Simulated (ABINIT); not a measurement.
A run of ABINIT 10.8.3 (patched build) is set up as follows.

The input run.abi:

```
# Pseudopotentials
pp_dirpath "./"
pseudos "Si.upf"

# Structure
acell 3*1.0 Angstrom
rprim
     0.0000000000     2.7218511865     2.7218511865
     2.7218511865     0.0000000000     2.7218511865
     2.7218511865     2.7218511865     0.0000000000
ntypat 1
znucl 14
natom 2
typat 1 1
xcart
     5.1435532945     5.1435532945     5.1435532945
     7.7153299417     7.7153299417     7.7153299417

# Plane-wave basis
ecut 489.804952 eV

# k points
kptopt 1
ngkpt 6 6 6
nshiftk 1
shiftk 0.0 0.0 0.0

# Exchange and correlation
ixc 11

# Bands and occupations
nband 8
occopt 3
tsmear 0.00183747

# SCF cycle
nstep 100
tolvrs 1.0e-10

# Output
iomode 3
prtwf 0
prtden 0
prteig 0
prtebands 0
enunit 1
```

Potentials or basis: Ansatz NC PBE.

Launch:

```bash
$ abinit run.abi > log 2>&1
```

Question: Predict the pressure.

Answer: 1.3 GPa.

Question: What does it give for the band gap on the k mesh?

Answer: 0.72 eV, indirect (least direct gap 2.55 eV).

A k mesh can miss the band edges. Expect the measured gap to be larger: semilocal functionals such as PBE lack the derivative discontinuity.
